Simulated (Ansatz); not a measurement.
**TiB2: one contact scaled**

The task here is to estimate one member of a computed series from the others.

Computed with Ansatz 0.2.0 (DFT PBE, with the methods named in each step, unless a step's input says otherwise).

2 further runs of the same task are left out: 1 that didn't finish, 1 set aside as unsound or not needed.

## The starting structure

The structure is hexagonal, space group P6/mmm (No. 191). The conventional cell has a = 3.026 Å, b = 3.026 Å, c = 3.229 Å, α = 90.00°, β = 90.00°, γ = 120.00°. Around Ti (site symmetry 6/mmm) lie 12 B at 2.38 Å. B (site symmetry -6m2) is surrounded by 3 B at 1.75 Å and 6 Ti at 2.38 Å.

Structure file:

```xyz
3
Lattice="3.0259 0.0000 0.0000 -1.5130 2.6205 0.0000 0.0000 0.0000 3.2288" Properties=species:S:1:pos:R:3 pbc="T T T"
Ti    0.0000    0.0000    0.0000
B     0.0000    1.7470    1.6144
B     1.5130    0.8735    1.6144
```

Atoms are numbered in the order of the input: Ti1, B2, B3.

The first run:

input.yaml

```yaml
crystal:
  lattice:
    - [3.0259273119, 0.0, 0.0]
    - [-1.5129636559, 2.6205299221, 0.0]
    - [0.0, 0.0, 3.22876771]
  atoms:
    - { symbol: Ti, position: [0.0, 0.0, 0.0] }
    - { symbol: B, position: [0.3333333333, 0.6666666667, 0.5] }
    - { symbol: B, position: [0.6666666667, 0.3333333333, 0.5] }
kpoints:
  mp_grid: { grid: [10, 10, 9] }
scf:
  occupations: { method: fermi_dirac, width: 0.05 }
hamiltonian:
  xc: pbe
  pseudopotentials: { kind: paw }
output:
  forces: true
  stress: true
  eigenvalues: true
  efg: { contact_densities: true }
  populations: true
```

Started as:

```
$ ansatz run input.yaml --threads 1 --pin off --max-ram 3072MiB --backend cpu --events-out ev --progress --plain --runs-dir out
```

Steps of the session up to this table: Shortest bond scaled by 1, PAW; Shortest bond scaled by 1.12, PAW; Shortest bond scaled by 1.05, PAW; Shortest bond scaled by 0.85, PAW; Shortest bond scaled by 0.62, PAW; Shortest bond scaled by 0.62, PAW (level accurate).

One table of the session follows, with a row left open; its other results are not shown here.

```
              method  length (Å)  F from the given length (eV/cell)  force along the bond (eV/Å)  pressure (GPa)  largest force (eV/Å)
                 PAW       1.083                                  ?                            ?               ?                     ?
                 PAW       1.485                              0.718                        6.372           10.18                 6.372
                 PAW       1.747                              0.000                        0.000            0.84                 0.000
                 PAW       1.834                              0.056                       -1.230            1.63                 1.230
                 PAW       1.957                              0.288                       -2.499            4.97                 2.499
PAW (level accurate)       1.083                                  –                       42.622           86.62                42.622
```

**Question.** Estimate the row for PAW, 1.083.

The run gave: F from the given length (eV/cell): 8.643; force along the bond (eV/Å): 42.293; pressure (GPa): 85.81; largest force (eV/Å): 42.293. In the column «F from the given length (eV/cell)» it is the highest.
